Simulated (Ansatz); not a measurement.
# P: a two-dimensional sheet

The cell was found from a structure generator's guess, not taken from experiment.

The calculation used DFT PBE, scalar-relativistic, plane waves, PAW in Ansatz 0.2.0. Settings: cutoff 420 eV, Γ-centred mesh 8×6×1 on the computed 4-atom cell, Gaussian smearing of 0.02 eV; no spin polarisation.

Only a and b repeat, and vacuum parts the sheet from its images along c.

```
P
1.0
     3.30375    0.00000    0.00000
     0.00000    4.62738    0.00000
     0.00000    0.00000   27.91600
P
4
Cartesian
  1.6519 2.7252 9.5531
  0.0000 4.2159 9.5531
  1.6519 1.9022 7.4469
  0.0000 0.4115 7.4469
```

Energies count from the standard state of P at the same level. The references include black phosphorus.

```json
{"Layer group": "pman (No. 42)", "In-plane cell": "a = 3.304 Å, b = 4.627 Å, γ = 90.0°", "Area per atom": "3.82 Å²", "Thickness between the outermost nuclei": "2.11 Å", "Energy over the standard state": "+0.011 eV/atom", "Band gap over mesh and path": "0.91 eV", "Löwdin character of the top 1 eV of the valence band": "P 3p 85 %, P 3s 12 %", "Löwdin character of the lowest 1 eV of the conduction band": "P 3p 74 %, P 3s 15 %, unprojected 11 %", "Bader charges (e)": "P1 0.00, P2 0.00, P3 0.00, P4 0.00"}
```

Levels along Γ–X–Γ–Z–U–Z, in eV from a zero inside the gap, sorted by energy at each point. Points in fractions of the primitive reciprocal vectors: Γ (0.000 0.000 0.000), X (0.500 0.000 0.000), Z (0.000 0.500 0.000), U (0.500 0.500 0.000).
```tsv
point	k (1/Å, with 2π)	band 7	band 8	band 9	band 10	band 11	band 12	band 13
Γ	0.000	-3.77	-2.19	-2.09	-0.45	0.45	1.18	2.19
-	0.475	-4.30	-3.54	-2.04	-0.87	0.82	1.11	2.91
X	0.951	-3.14	-3.14	-2.38	-2.38	0.78	0.78	1.72
-	1.426	-4.30	-3.54	-2.04	-0.87	0.82	1.11	2.91
Γ	1.902	-3.77	-2.19	-2.09	-0.45	0.45	1.18	2.19
-	2.241	-3.54	-2.41	-1.82	-1.17	1.39	1.65	1.71
Z	2.581	-2.98	-2.98	-1.72	-1.72	1.63	1.63	3.18
-	3.056	-3.20	-3.20	-1.92	-1.92	2.25	2.25	3.18
U	3.532	-5.00	-5.00	-1.55	-1.55	1.93	1.93	3.35
-	4.007	-3.20	-3.20	-1.92	-1.92	2.25	2.25	3.18
Z	4.483	-2.98	-2.98	-1.72	-1.72	1.63	1.63	3.18
```

The last run used an 8×6×1 mesh for its 4-atom cell and Gaussian smearing of 0.02 eV. Kohn–Sham gaps at this level usually fall short of measured ones. The reference form of P is held partly by dispersion forces, which this level lacks.
